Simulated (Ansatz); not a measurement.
Consider BaSnO3 in the cubic perovskite structure (space group Pm-3m, No. 221; a = 4.131 Å).

Method: r2SCAN (Ansatz, an electronic-structure program), no SOC.

Base values:

```
Property                        Result
-----------------------------  -------
Band gap                       1.56 eV
Shortest interatomic distance  2.066 Å
```

The change: hydrostatic tension (pressure −2 GPa).

How does this affect the band gap and shortest interatomic distance?

The band gap shrinks by 0.168 eV (1.56 eV → 1.40 eV); the shortest interatomic distance grows by 0.009 Å (2.066 Å → 2.075 Å).

Load acts through the strain it causes; cell and atoms are relaxed under it. Whether these cells are dynamically stable was not tested.
